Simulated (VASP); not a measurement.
A run of VASP 6.6.1 is set up as follows.

File INCAR:

```
PREC     = Accurate       # precision mode
ENCUT    = 520            # plane-wave cutoff, eV
EDIFF    = 1E-7           # SCF threshold, eV
ISMEAR   = 0              # smearing method
SIGMA    = 0.05           # smearing width, eV
LREAL    = False          # projectors in reciprocal space
LASPH    = True           # aspherical terms in the spheres
NELM     = 100            # most SCF steps
ALGO     = Normal         # electronic algorithm
ISIF     = 2              # what is computed and relaxed
LWAVE    = False          # write WAVECAR
LCHARG   = True           # write CHGCAR
ISPIN    = 2              # spin polarisation
MAGMOM   = 1 0            # initial moments
LORBIT   = 11             # projections on sites
LMAXMIX  = 4              # l up to which the mixer works
LDAU     = True           # DFT+U
LDAUTYPE = 2            
LDAUL    = 2 -1           # shell
LDAUU    = 6 0            # U, eV
LDAUJ    = 0 0          
LDAUPRINT= 1            
GGA      = CA             # functional
LELF     = True           # ELF
LVHAR    = True         
NBANDS   = 19             # bands
```

The input KPOINTS:

```
Automatic mesh
0
Gamma
  7 7 7
```

Contents of POSCAR:

```
NiO
1.0
    0.0000000000      2.2835484600      2.2835484600
    2.2835484600      0.0000000000      2.2835484600
    2.2835484600      2.2835484600      0.0000000000
Ni O
1 1
Direct
    0.0000000000      0.0000000000      0.0000000000
    0.2500000000      0.2500000000      0.2500000000
```

Potentials or basis: VASP PAW LDA potentials, release 64 (Ni, O).

Command:

```bash
$ cat potpaw_LDA.64/Ni/POTCAR potpaw_LDA.64/O/POTCAR > POTCAR
$ mpirun -np 1 vasp_std > vasp.out
```

Task: Predict the site moments.

Result: Ni +1.66; O +0.33 μB.

Task: Estimate the net moment.

Result: 2.00 μB per cell.

Task: What does it give for the pressure?

Result: -23.5 GPa.

Eigenvalues of the final occupation matrices:
```tsv
site	spin	trace	eigenvalues
site 1 d	1	4.98	0.98 0.98 1.01 1.01 1.01
site 1 d	2	3.36	0.48 0.48 0.48 0.97 0.97
```

Caveat: a cell with one magnetic atom can't hold antiferromagnetic order, which such compounds often take. The state reached can hang on the start; a lower one may exist.
